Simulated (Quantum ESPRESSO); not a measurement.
**BP, zinc blende: the electronic dielectric constant against change of volume**

How does ε∞, from linear response (ph.x, fixed occupations, ions clamped), follow the change of volume?

Calculated with Quantum ESPRESSO 7.5, PBEsol, GBRV 1.5 ultrasoft potentials, cutoff 680 eV, Fermi–Dirac smearing 0.02 eV, k-mesh 11×11×11, no spin polarisation, no spin-orbit coupling.

Reference cell, relaxed at zero pressure with PBEsol (F-43m): a = 3.1963 Å, b = 3.1963 Å, c = 3.1963 Å, α = 60.00°, β = 60.00°, γ = 60.00°.

```
atom       x       y       z
   P  0.7500  0.7500  0.7500
   B  0.0000  0.0000  0.0000
```

```csv
change of volume (%),V (Å³/atom),ε∞,gap (eV)
−6,10.852,9.339,1.026
−2,11.314,9.344,1.089
0,11.545,9.351,1.118
2,11.776,9.361,1.147
4,12.007,9.374,1.175
6,12.238,9.390,1.201
```

**Question.** Give the ε∞ and the long-wavelength refractive index at x = -4, a row left out above (x is the first column).

Least squares with ε = e0 + e1 x + e2 x² gives e0 = 9.3510, e1 = 0.00425 and e2 = 0.000375. At x = -4 this is 9.340, so n = √ε = 3.056. The run itself gives 9.340, so the estimate misses by 0.000, a rounding's worth.

Along the table the mean ε∞ and the gap move the same way, so the smallest gap doesn't set the screening here. Semilocal functionals tend to give ε∞ too large, the k-mesh wasn't converged for it (a zone-centred mesh of this size overestimates it where the gap is small), and polar lattice vibrations add to the static constant, which isn't calculated here.

[Logs are printed without paths, hosts, clocks, repeated set-up lines and the standing remarks that a program may print on its own settings, such as how far it seeks lower states.]
